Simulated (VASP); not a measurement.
Input of a VASP 6.6.1 run:

File POSCAR:

```
BAs                                     
1.0
    0.0000000000      2.3885000000      2.3885000000
    2.3885000000      0.0000000000      2.3885000000
    2.3885000000      2.3885000000      0.0000000000
  B               As            
     1     1
Direct
     0.0000000000000000    0.0000000000000000    0.0000000000000000
     0.2500000000000000    0.2500000000000000    0.2500000000000000
```

File INCAR.step1:

```
SYSTEM = BAs
PREC     = Accurate       ! precision mode
ENCUT    = 520            ! plane-wave cutoff, eV
EDIFF    = 1E-5           ! SCF threshold, eV
ISMEAR   = 0              ! smearing method
SIGMA    = 0.03           ! smearing width, eV
LREAL    = .False.        ! projectors in reciprocal space
LASPH    = .True.         ! aspherical terms in the spheres
NELM     = 80             ! most SCF steps
ALGO     = Normal         ! electronic algorithm
ISIF     = 2              ! what is computed and relaxed
LWAVE    = .True.         ! write WAVECAR
LCHARG   = .False.        ! write CHGCAR
NBANDS   = 11             ! bands
KPAR     = 8            
GGA      = PE             ! functional
```

INCAR.step2

```
SYSTEM = BAs
PREC     = Accurate       ! precision mode
ENCUT    = 520            ! plane-wave cutoff, eV
EDIFF    = 1E-7           ! SCF threshold, eV
ISMEAR   = 0              ! smearing method
SIGMA    = 0.03           ! smearing width, eV
LREAL    = .False.        ! projectors in reciprocal space
LASPH    = .True.         ! aspherical terms in the spheres
NELM     = 80             ! most SCF steps
ALGO     = Normal         ! electronic algorithm
ISIF     = 2              ! what is computed and relaxed
LWAVE    = .False.        ! write WAVECAR
LCHARG   = .False.        ! write CHGCAR
GGA      = PE             ! functional
LHFCALC  = .True.         ! exact exchange
AEXX     = 0.25           ! exact-exchange fraction
PRECFOCK = Fast         
HFRCUT   = -1           
NBANDS   = 11             ! bands
KPAR     = 8            
ISTART   = 1
```

KPOINTS

```
regular mesh
0
Gamma
  8 8 8
  0 0 0
```

The input KPOINTS_OPT:

```
explicit points
6
Reciprocal
 0.0000000000  0.0000000000  0.0000000000 1
 0.3750000000  0.3750000000  0.7500000000 1
 0.5000000000  0.5000000000  0.5000000000 1
 0.6250000000  0.2500000000  0.6250000000 1
 0.5000000000  0.2500000000  0.7500000000 1
 0.5000000000  0.0000000000  0.5000000000 1
```

Potentials or basis: VASP PAW PBE potentials, release 64 (B, As).

Launch:

```sh
$ cat potpaw_PBE.64/B/POTCAR potpaw_PBE.64/As/POTCAR > POTCAR
$ cp INCAR.step1 INCAR
$ mpirun -np 8 vasp_std > vasp.out
$ cp INCAR.step2 INCAR
$ mpirun -np 8 vasp_std > vasp.out
```

Task: Estimate the band gap along the path.

Result: 2.75 eV, indirect (least direct gap 4.77 eV).

Task: Estimate the pressure.

Result: -0.7 GPa.

Task: What does it give for the band gap on the k mesh?

Result: 2.51 eV, indirect (least direct gap 4.77 eV).

Caveat: the PAW data sets were made with another functional, which shifts forces and pressure a little.
